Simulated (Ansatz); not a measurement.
The calculation used DFT PBE, scalar-relativistic, plane waves, PAW (Ansatz). All cells share a 420 eV cutoff and Γ-centred k meshes spaced at most about 0.3 Å⁻¹ (about 0.25 or finer for metals, 2π included). No spin polarisation.

Temperature and zero-point effects are left out.

Two forms of Pb3O were relaxed alike.

A.

```cif
data_structure
_symmetry_space_group_name_H-M 'Im-3m'
_symmetry_Int_Tables_number 229
_cell_length_a 6.0077
_cell_length_b 6.0077
_cell_length_c 6.0077
_cell_angle_alpha 90.000
_cell_angle_beta 90.000
_cell_angle_gamma 90.000
_cell_volume 216.83
loop_
_atom_site_label
_atom_site_type_symbol
_atom_site_symmetry_multiplicity
_atom_site_Wyckoff_symbol
_atom_site_fract_x
_atom_site_fract_y
_atom_site_fract_z
_atom_site_occupancy
Pb1 Pb 6 b 0.50000 0.00000 0.00000 1
O1 O 2 a 0.00000 0.00000 0.00000 1
```

B.

```cif
data_structure
_symmetry_space_group_name_H-M 'Fm-3m'
_symmetry_Int_Tables_number 225
_cell_length_a 7.3324
_cell_length_b 7.3324
_cell_length_c 7.3324
_cell_angle_alpha 90.000
_cell_angle_beta 90.000
_cell_angle_gamma 90.000
_cell_volume 394.21
loop_
_atom_site_label
_atom_site_type_symbol
_atom_site_symmetry_multiplicity
_atom_site_Wyckoff_symbol
_atom_site_fract_x
_atom_site_fract_y
_atom_site_fract_z
_atom_site_occupancy
Pb1 Pb 4 b 0.50000 0.00000 0.00000 1
Pb2 Pb 8 c 0.25000 0.75000 0.75000 1
O1 O 4 a 0.00000 0.00000 0.00000 1
```

Problem. Which would you expect to be lower, and how large is the difference?

Solution. A is lower, by 33 meV/atom. A has space group Im-3m (No. 229), 27.1 Å³/atom and no gap on its mesh; B has the BiF3 (D0_3) type, space group Fm-3m (No. 225), 24.6 Å³/atom and no gap. Counting Pb atoms around O (those within 1.25 times the shortest such distance or 1.15 times the sum of covalent radii; a plus sign parts nearer from farther groups; the shortest distance is added where it is long for a bond), A has O 6 from 3.0 Å and B has O 8+6 from 3.2 Å. The lower one is the more open, so pressure narrows the difference. Even the lower one lies +0.15 eV/atom against the reference forms of the elements (uncorrected), so neither is stable at this level. Both come from invented guesses.

These runs have no spin–orbit coupling, which can matter for Pb. Cells relaxed within their symmetry can be saddle points.
